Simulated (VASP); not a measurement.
# Cd (Im-3m) in VASP: a series of runs

Aim: see how the results for Cd move with the level of theory and the settings. Levels: PBE+D3, HSE03+TS, PW91, optB88-vdW. Tasks: single point, electrostatic potential.

Everything below comes from runs of VASP 6.6.1. Logs are shortened: lines on timing, memory, paths and dates and some standing lists are left out, and cuts for length are marked.

### Step 1. The crystal as given

Symmetry: Im-3m, No. 229, cubic system. Conventional cell: a = 3.569 Å, b = 3.569 Å, c = 3.569 Å, α = 90.00°, β = 90.00°, γ = 90.00°. Cd (site symmetry m-3m) is surrounded by 8 Cd at 3.09 Å.

This isn't the form of Cd at room conditions, which is hcp.

### Step 2. Single point, PBE+D3

Input file run.py:

```python
from ase.calculators.vasp import Vasp
from ase.dft.bandgap import bandgap
from ase.spacegroup import crystal

atoms = crystal(
    ['Cd'],
    basis=[[0.0, 0.0, 0.0]],
    spacegroup=229,
    setting=1,
    cellpar=[3.568644, 3.568644, 3.568644, 90.0, 90.0, 90.0],
    primitive_cell=True,
)
calc = Vasp(
    directory='calc',
    xc='pbe',
    pp='PBE',
    setups='minimal',
    prec='Accurate',
    encut=500,
    ediff=1e-06,
    ismear=1,
    sigma=0.1,
    lreal=False,
    lasph=True,
    nelm=100,
    algo='Fast',
    isif=2,
    lwave=False,
    lcharg=False,
    ivdw=11,
    kpts=[10, 10, 10],
    gamma=True,
    nbands=12,
)
atoms.calc = calc

print('energy (eV):', atoms.get_potential_energy())
print('free energy (eV):', atoms.get_potential_energy(force_consistent=True))
print('forces (eV/A):')
print(atoms.get_forces())
print('stress (eV/A^3, Voigt):', atoms.get_stress())
print('Fermi level (eV):', calc.get_fermi_level())
gap, top, bottom = bandgap(calc)
print('band gap (eV):', gap, 'from (spin, k, band)', top, 'to', bottom)
```

Potentials or basis: VASP PAW PBE potentials, release 64 (Cd).

Launch:

```console
$ python run.py
```

The log of the run:

```text
energy (eV): -1.02073845
free energy (eV): -1.02113358
forces (eV/A):
[[ 0. -0.  0.]]
stress (eV/A^3, Voigt): [-0.00035754 -0.00035754 -0.00035754  0.          0.          0.        ]
Fermi level (eV): 2.7639695
band gap (eV): 0.0 from (spin, k, band) (None, None, None) to (None, None, None)
```

OUTCAR:

```text
ENCUT = 500.000000
   EDIFF = 1.00e-06
   GGA = PE
   PREC = Accurate
   ISIF = 2
   ISMEAR = 1
   NELM = 100
   IVDW = 11
   LASPH = .TRUE.
   LREAL = .FALSE.
 IVDW          = 11

 ion  position               nearest neighbor table
   1  0.000  0.000  0.000-

  LATTYP: Found a body centered cubic cell.
 ALAT       =     3.5686440000

  Lattice vectors:

 A1 = (  -1.7843220000,   1.7843220000,   1.7843220000)
 A2 = (   1.7843220000,  -1.7843220000,   1.7843220000)
 A3 = (   1.7843220000,   1.7843220000,  -1.7843220000)

Analysis of symmetry for initial positions (statically):
=====================================================================
 Subroutine PRICEL returns:
 Original cell was already a primitive cell.

 Routine SETGRP: Setting up the symmetry group for a
 body centered cubic supercell.

 Subroutine GETGRP returns: Found 48 space group operations
 (whereof 48 operations were pure point group operations)
 out of a pool of 48 trial point group operations.

The static configuration has the point symmetry O_h .

Analysis of symmetry for dynamics (positions and initial velocities):
=====================================================================
 Subroutine PRICEL returns:
 Original cell was already a primitive cell.

 Routine SETGRP: Setting up the symmetry group for a
 body centered cubic supercell.

 Subroutine GETGRP returns: Found 48 space group operations
 (whereof 48 operations were pure point group operations)
 out of a pool of 48 trial point group operations.

The dynamic configuration has the point symmetry O_h .

 Subroutine INISYM returns: Found 48 space group operations
[... 131 lines left out ...]
 maximum number of plane-waves:       603
   NGX = 11   NGY = 11   NGZ = 11

 number of electron      12.0000006 magnetization

 Free energy of the ion-electron system (eV)
  ---------------------------------------------------
  ext. energy  EPLUGINS =         0.00000000
  ---------------------------------------------------
  free energy    TOTEN  =        -0.69032829 eV

  energy without entropy =       -0.68914289  energy(sigma->0) =       -0.68993316

 E-fermi :   2.7640     XC(G=0): -10.7761

 val. band max:        2.7594719092   @ k =  -0.4000   0.4000   0.4000
 cond. band min:       2.8313097544   @ k =   0.4000   0.1000  -0.0000
 fundamental gap:      0.0718378451
 Fermi energy:         2.7639694970

 k-point     1 :       0.0000    0.0000    0.0000
  band No.  band energies     occupation
      1      -6.5532      2.00000
      2      -6.5532      2.00000
      3      -6.5532      2.00000
      4      -5.9535      2.00000
      5      -5.9535      2.00000
      6      -5.9339      2.00000
      7      17.9629      0.00000
      8      17.9629      0.00000
      9      17.9629      0.00000
     10      18.4673      0.00000
     11      18.4673      0.00000
     12      18.4673      0.00000
[... 331 lines left out ...]
 k-point    24 :      -0.3000    0.3000    0.1000
  band No.  band energies     occupation
      1      -6.6616      2.00000
      2      -6.6586      2.00000
      3      -6.1432      2.00000
      4      -6.0026      2.00000
      5      -5.9356      2.00000
      6      -3.0737      2.00000
      7       7.7789      0.00000
      8      12.1220      0.00000
      9      12.9028      0.00000
     10      17.0070      0.00000
     11      17.9492      0.00000
     12      18.8665      0.00000

 [... further k-points ...]

------------------------ aborting loop because EDIFF is reached ----------------------------------------

 Edisp (eV)   -0.33081

 E8    (eV) :    -0.1911

  FORCE on cell =-STRESS in cart. coord.  units (eV):
  Direction    XX          YY          ZZ          XY          YZ          ZX
  --------------------------------------------------------------------------------------
  -------------------------------------------------------------------------------------
  Total       0.00812     0.00812     0.00812    -0.00000     0.00000    -0.00000
  in kB       0.57285     0.57285     0.57285    -0.00000     0.00000    -0.00000
  external pressure =        0.57 kB  Pullay stress =        0.00 kB

 VOLUME and BASIS-vectors are now :
 -----------------------------------------------------------------------------
  energy-cutoff  :      500.00
  volume of cell :       22.72
      direct lattice vectors                 reciprocal lattice vectors
    -1.784322000  1.784322000  1.784322000     0.000000000  0.280218481  0.280218481
     1.784322000 -1.784322000  1.784322000     0.280218481  0.000000000  0.280218481
     1.784322000  1.784322000 -1.784322000     0.280218481  0.280218481  0.000000000

 POSITION                                       TOTAL-FORCE (eV/Angst)
 -----------------------------------------------------------------------------------
      0.00000      0.00000      0.00000         0.000000     -0.000000      0.000000
 -----------------------------------------------------------------------------------
    total drift:                                0.000000      0.000000      0.000000

  FREE ENERGIE OF THE ION-ELECTRON SYSTEM (eV)
  ---------------------------------------------------
  free  energy   TOTEN  =        -1.0211335782 eV

  energy  without entropy=       -1.0199481696  energy(sigma->0) =       -1.02073844
```

INCAR:

```text
ENCUT = 500.000000
SIGMA = 0.100000
EDIFF = 1.00e-06
ALGO = Fast
GGA = PE
PREC = Accurate
ISIF = 2
ISMEAR = 1
NBANDS = 12
NELM = 100
IVDW = 11
LASPH = .TRUE.
LCHARG = .FALSE.
LWAVE = .FALSE.
LREAL = .FALSE.
```

Wall time 7.5 s (1 thread of Intel Xeon 6975P-C (Granite Rapids), shared host); peak memory 0.14 GiB.

Results:

* Free energy: -1.0211 eV
* Pressure: 0.1 GPa
* Band gap on the k mesh: none (metal or under the smearing width)
* Dispersion energy per atom: -0.331 eV

Levels at points of the mesh, in eV from the Fermi level:
| k point | band 3 | band 4 | band 5 | band 6 | band 7 | band 8 | band 9 | band 10 |
| --- | --- | --- | --- | --- | --- | --- | --- | --- |
| (0.00, 0.00, 0.00) | -9.32 | -8.72 | -8.72 | -8.70 | 15.20 | 15.20 | 15.20 | 15.70 |
| (0.50, 0.00, 0.00) | -8.75 | -8.69 | -8.31 | -2.13 | -1.12 | 9.02 | 9.75 | 13.25 |
| (0.50, 0.50, 0.50) | -8.41 | -8.41 | -8.41 | 3.26 | 3.26 | 3.26 | 5.33 | 7.75 |

Caveat: pairwise dispersion overbinds metals, which lowers pressure and volume.

### Step 3. Single point, HSE03+TS

Input file POSCAR:

```
Cd
3.0905
   -0.577357061964      0.577357061964      0.577357061964
    0.577357061964     -0.577357061964      0.577357061964
    0.577357061964      0.577357061964     -0.577357061964
Cd
1
Direct
    0.0000000000      0.0000000000      0.0000000000
```

Input file INCAR.step1:

```
  ALGO = Normal
  EDIFF = 1E-5
  ENCUT = 500
  GGA = PE
  ISIF = 2
  ISMEAR = 1
  LASPH = T
  LCHARG = F
  LREAL = F
  LWAVE = T
  NELM = 80
  PREC = Accurate
  SIGMA = 0.1
```

Input file INCAR.step2:

```
  ALGO = Normal
  EDIFF = 1E-6
  ENCUT = 500
  GGA = PE
  HFSCREEN = 0.3
  ISIF = 2
  ISMEAR = 1
  ISTART = 1
  IVDW = 2
  LASPH = T
  LCHARG = F
  LHFCALC = T
  LREAL = F
  LWAVE = F
  NELM = 80
  PREC = Accurate
  PRECFOCK = Normal
  SIGMA = 0.1
```

Input file KPOINTS:

```
k-points
0
Gamma
  5 5 5
```

Potentials or basis: VASP PAW PBE potentials, release 64 (Cd).

Launch:

```console
$ cat potpaw_PBE.64/Cd/POTCAR > POTCAR
$ cp INCAR.step1 INCAR
$ mpirun -np 1 vasp_std > vasp.out
$ cp INCAR.step2 INCAR
$ mpirun -np 1 vasp_std > vasp.out
```

Run time: 2 min. Hardware: 1 thread of Intel Xeon 6975P-C (Granite Rapids), shared host; peak memory 0.23 GiB.

Results (log left out):

| Item | Value |
| --- | --- |
| Free energy | -1.0885 eV |
| Pressure | -3.6 GPa |
| Band gap on the k mesh | none (metal or under the smearing width) |
| Dispersion energy per atom | -0.330 eV |

Levels at points of the mesh, in eV from the Fermi level:
```csv
k point,band 2,band 3,band 4,band 5,band 6,band 7,band 8,band 9,band 10
"(0.00, 0.00, 0.00)",-10.38,-10.38,-9.77,-9.77,-9.09,16.34,16.34,16.34,17.30
```

Caveat: the k mesh is coarse (spacing up to 0.50 Å⁻¹), so the values aren't converged, least of all with exact exchange; atom-pairwise D2, TS and ULG terms overbind metals; the PAW data sets were made with another functional, which shifts forces and pressure a little; pairwise dispersion overbinds metals, which lowers pressure and volume.

### Step 4. Single point, PW91 (volume scaled by 0.96)

Input file INCAR:

```
ALGO = Normal
EDIFF = 1E-7
ENCUT = 520
GGA = 91
ISIF = 2
ISMEAR = 1
LASPH = F
LCHARG = F
LREAL = F
LWAVE = F
NELM = 80
PREC = Accurate
SIGMA = 0.1
```

Input file Cd.cif:

```cif
data_Cd
_cell_length_a 3.52041317
_cell_length_b 3.52041317
_cell_length_c 3.52041317
_cell_angle_alpha 90.00000000
_cell_angle_beta 90.00000000
_cell_angle_gamma 90.00000000
_space_group_name_H-M_alt 'Im-3m'
_space_group_name_Hall '-I 4 2 3'
_space_group_IT_number 229
loop_
_space_group_symop_operation_xyz
'x,y,z'
'-x,-y,-z'
'-y,x,z'
'y,-x,-z'
'-x,-y,z'
'x,y,-z'
'y,-x,z'
'-y,x,-z'
'x,-y,-z'
'-x,y,z'
'-y,-x,-z'
'y,x,z'
'-x,y,-z'
'x,-y,z'
'y,x,-z'
'-y,-x,z'
'z,x,y'
'-z,-x,-y'
'z,-y,x'
'-z,y,-x'
'z,-x,-y'
'-z,x,y'
'z,y,-x'
'-z,-y,x'
'-z,x,-y'
'z,-x,y'
'-z,-y,-x'
'z,y,x'
'-z,-x,y'
'z,x,-y'
'-z,y,x'
'z,-y,-x'
'y,z,x'
'-y,-z,-x'
'x,z,-y'
'-x,-z,y'
'-y,z,-x'
'y,-z,x'
'-x,z,y'
'x,-z,-y'
'-y,-z,x'
'y,z,-x'
'-x,-z,-y'
'x,z,y'
'y,-z,-x'
'-y,z,x'
'x,-z,y'
'-x,z,-y'
'x+1/2,y+1/2,z+1/2'
'-x+1/2,-y+1/2,-z+1/2'
'-y+1/2,x+1/2,z+1/2'
'y+1/2,-x+1/2,-z+1/2'
'-x+1/2,-y+1/2,z+1/2'
'x+1/2,y+1/2,-z+1/2'
'y+1/2,-x+1/2,z+1/2'
'-y+1/2,x+1/2,-z+1/2'
'x+1/2,-y+1/2,-z+1/2'
'-x+1/2,y+1/2,z+1/2'
'-y+1/2,-x+1/2,-z+1/2'
'y+1/2,x+1/2,z+1/2'
'-x+1/2,y+1/2,-z+1/2'
'x+1/2,-y+1/2,z+1/2'
'y+1/2,x+1/2,-z+1/2'
'-y+1/2,-x+1/2,z+1/2'
'z+1/2,x+1/2,y+1/2'
'-z+1/2,-x+1/2,-y+1/2'
'z+1/2,-y+1/2,x+1/2'
'-z+1/2,y+1/2,-x+1/2'
'z+1/2,-x+1/2,-y+1/2'
'-z+1/2,x+1/2,y+1/2'
'z+1/2,y+1/2,-x+1/2'
'-z+1/2,-y+1/2,x+1/2'
'-z+1/2,x+1/2,-y+1/2'
'z+1/2,-x+1/2,y+1/2'
'-z+1/2,-y+1/2,-x+1/2'
'z+1/2,y+1/2,x+1/2'
'-z+1/2,-x+1/2,y+1/2'
'z+1/2,x+1/2,-y+1/2'
'-z+1/2,y+1/2,x+1/2'
'z+1/2,-y+1/2,-x+1/2'
'y+1/2,z+1/2,x+1/2'
'-y+1/2,-z+1/2,-x+1/2'
'x+1/2,z+1/2,-y+1/2'
'-x+1/2,-z+1/2,y+1/2'
'-y+1/2,z+1/2,-x+1/2'
'y+1/2,-z+1/2,x+1/2'
'-x+1/2,z+1/2,y+1/2'
'x+1/2,-z+1/2,-y+1/2'
'-y+1/2,-z+1/2,x+1/2'
'y+1/2,z+1/2,-x+1/2'
'-x+1/2,-z+1/2,-y+1/2'
'x+1/2,z+1/2,y+1/2'
'y+1/2,-z+1/2,-x+1/2'
'-y+1/2,z+1/2,x+1/2'
'x+1/2,-z+1/2,y+1/2'
'-x+1/2,z+1/2,-y+1/2'
loop_
_atom_site_label
_atom_site_type_symbol
_atom_site_symmetry_multiplicity
_atom_site_Wyckoff_symbol
_atom_site_fract_x
_atom_site_fract_y
_atom_site_fract_z
_atom_site_occupancy
Cd1 Cd 2 a 0.0000000000 0.0000000000 0.0000000000 1
```

Input file KPOINTS:

```
k-points
0
Gamma
  8 8 8
```

Input file POSCAR:

```
Cd
 1.0000000000000000
     3.5204131699999999    0.0000000000000000    0.0000000000000000
     0.0000000000000000    3.5204131699999999    0.0000000000000000
     0.0000000000000000    0.0000000000000000    3.5204131699999999
 Cd 
   2
Cartesian
  0.0000000000000000  0.0000000000000000  0.0000000000000000
  1.7602065849999999  1.7602065849999999  1.7602065849999999
```

Launch:

```console
$ ase convert -i cif -o vasp Cd.cif POSCAR
$ cat potpaw_PBE.64/Cd/POTCAR > POTCAR
$ mpirun -np 1 vasp_std > vasp.out
```

It took 8.8 s on 1 thread of Intel Xeon 6975P-C (Granite Rapids), shared host; peak memory 0.15 GiB.

Results (log left out):

* Free energy: -1.3994 eV
* Pressure: 3.5 GPa
* Band gap on the k mesh: none (metal or under the smearing width)

Levels at points of the mesh, in eV from the Fermi level:
```
           k point  band 8  band 9  band 10  band 11  band 12  band 13  band 14  band 15  band 16
(0.00, 0.00, 0.00)   -8.67   -8.33    -8.33    -8.33     3.42     3.42     3.42     5.82     8.12
(0.50, 0.00, 0.00)   -9.02   -8.83    -8.83    -5.16    -5.16     7.80     7.80     7.80     7.80
(0.50, 0.50, 0.00)   -8.64   -8.22    -8.22    -2.14    -2.14    -0.92    -0.92     9.37     9.37
(0.50, 0.50, 0.50)   -8.63   -8.63    -8.63     1.02     1.02     2.27     2.27     2.27     2.27
```

Caveat: the PAW data sets were made with another functional, which shifts forces and pressure a little.

### Step 5. Electrostatic potential, optB88-vdW

Input file INCAR:

```
SYSTEM = Cd
PREC     = Accurate       ! precision mode
ENCUT    = 520            ! plane-wave cutoff, eV
EDIFF    = 1E-8           ! SCF threshold, eV
ISMEAR   = 1              ! smearing method
SIGMA    = 0.2            ! smearing width, eV
LREAL    = .False.        ! projectors in reciprocal space
LASPH    = .True.         ! aspherical terms in the spheres
NELM     = 80             ! most SCF steps
ALGO     = Fast           ! electronic algorithm
ISIF     = 2              ! what is computed and relaxed
LWAVE    = .False.        ! write WAVECAR
LCHARG   = .True.         ! write CHGCAR
GGA      = BO             ! functional
LUSE_VDW = .True.       
AGGAC    = 0.0          
PARAM1   = 0.1833333333 
PARAM2   = 0.22         
LVHAR    = .True.
```

Input file KPOINTS:

```
regular mesh
0
Gamma
  10 10 10
  0 0 0
```

Input file POSCAR:

```
Cd
1.0
   -1.7843220000      1.7843220000      1.7843220000
    1.7843220000     -1.7843220000      1.7843220000
    1.7843220000      1.7843220000     -1.7843220000
Cd
1
Direct
    0.0000000000      0.0000000000      0.0000000000
```

Potentials or basis: VASP PAW PBE potentials, release 64 (Cd).

Launch:

```console
$ cat potpaw_PBE.64/Cd/POTCAR > POTCAR
$ mpirun -np 1 vasp_std > vasp.out
```

OUTCAR:

```text
SYSTEM = Cd
   PREC = Accurate
   ENCUT = 520
   EDIFF = 1E-8
   ISMEAR = 1
   LREAL = .False.
   LASPH = .True.
   NELM = 80
   ISIF = 2
   GGA = BO

 ion  position               nearest neighbor table
   1  0.000  0.000  0.000-

  LATTYP: Found a body centered cubic cell.
 ALAT       =     3.5686440000

  Lattice vectors:

 A1 = (  -1.7843220000,   1.7843220000,   1.7843220000)
 A2 = (   1.7843220000,  -1.7843220000,   1.7843220000)
 A3 = (   1.7843220000,   1.7843220000,  -1.7843220000)
[... 495 lines left out ...]

 [... further k-points ...]

------------------------ aborting loop because EDIFF is reached ----------------------------------------

  FORCE on cell =-STRESS in cart. coord.  units (eV):
  Direction    XX          YY          ZZ          XY          YZ          ZX
  --------------------------------------------------------------------------------------
  -------------------------------------------------------------------------------------
  Total        0.1704463      0.1704463      0.1704463     -0.0000000     -0.0000000     -0.0000000
  in kB       12.0176208     12.0176208     12.0176208     -0.0000000     -0.0000000     -0.0000000
  external PRESSURE =      12.0176208 kB  Pullay stress =       0.0000000 kB

 VOLUME and BASIS-vectors are now :
 -----------------------------------------------------------------------------
  energy-cutoff  :      520.00
  volume of cell :       22.72
      direct lattice vectors                 reciprocal lattice vectors
    -1.784322000  1.784322000  1.784322000     0.000000000  0.280218481  0.280218481
     1.784322000 -1.784322000  1.784322000     0.280218481  0.000000000  0.280218481
     1.784322000  1.784322000 -1.784322000     0.280218481  0.280218481  0.000000000

 POSITION                                       TOTAL-FORCE (eV/Angst)
 -----------------------------------------------------------------------------------
      0.00000      0.00000      0.00000        -0.000000      0.000000      0.000000
 -----------------------------------------------------------------------------------
    total drift:                                0.000000      0.000000      0.000000

  FREE ENERGIE OF THE ION-ELECTRON SYSTEM (eV)
  ---------------------------------------------------
  free  energy   TOTEN  =         2.5684430548 eV

  energy  without entropy=        2.5710327515  energy(sigma->0) =        2.56930629

Total vdW correction in eV:      2.4889744
```

It took 27 s on 1 thread of Intel Xeon 6975P-C (Granite Rapids), shared host; peak memory 0.26 GiB.

Results:

- Free energy: 2.5684 eV
- Pressure: 1.2 GPa
- Band gap on the k mesh: none (metal or under the smearing width)

Caveat: the PAW data sets were made with another functional, which shifts forces and pressure a little.

### Step 6. The runs side by side

| task | level | cell | k mesh | cutoff (eV) | smearing | grid for exact exchange (PRECFOCK) | other keys | mesh quality | gap on the mesh (eV) | pressure (GPa) |
| --- | --- | --- | --- | --- | --- | --- | --- | --- | --- | --- |
| single point | PBE+D3 | as given | 10 × 10 × 10 | 500 | methfessel-paxton 0.1 eV | - | - | not flagged | none | 0.1 |
| single point | HSE03+TS | as given | 5 × 5 × 5 | 500 | methfessel-paxton 0.1 eV | Normal | - | coarse | none | -3.6 |
| single point | PW91 | volume scaled by 0.96 | 8 × 8 × 8 | 520 | methfessel-paxton 0.1 eV | - | LASPH = no | not flagged | none | 3.5 |
| electrostatic potential | optB88-vdW | as given | 10 × 10 × 10 | 520 | methfessel-paxton 0.2 eV | - | EDIFF = 1e-08 | not flagged | none | 1.2 |

Alike in all rows: potentials or basis VASP PAW PBE potentials, release 64 (Cd); no spin polarisation.

Caveats: some runs use coarse meshes; the PAW data sets were made with another functional, which shifts forces and pressure a little (some runs); pairwise dispersion overbinds metals, which lowers pressure and volume (some runs); atom-pairwise D2, TS and ULG terms overbind metals (some runs).

Total energies depend on the potentials used, so only differences within one code and one set of settings carry meaning.
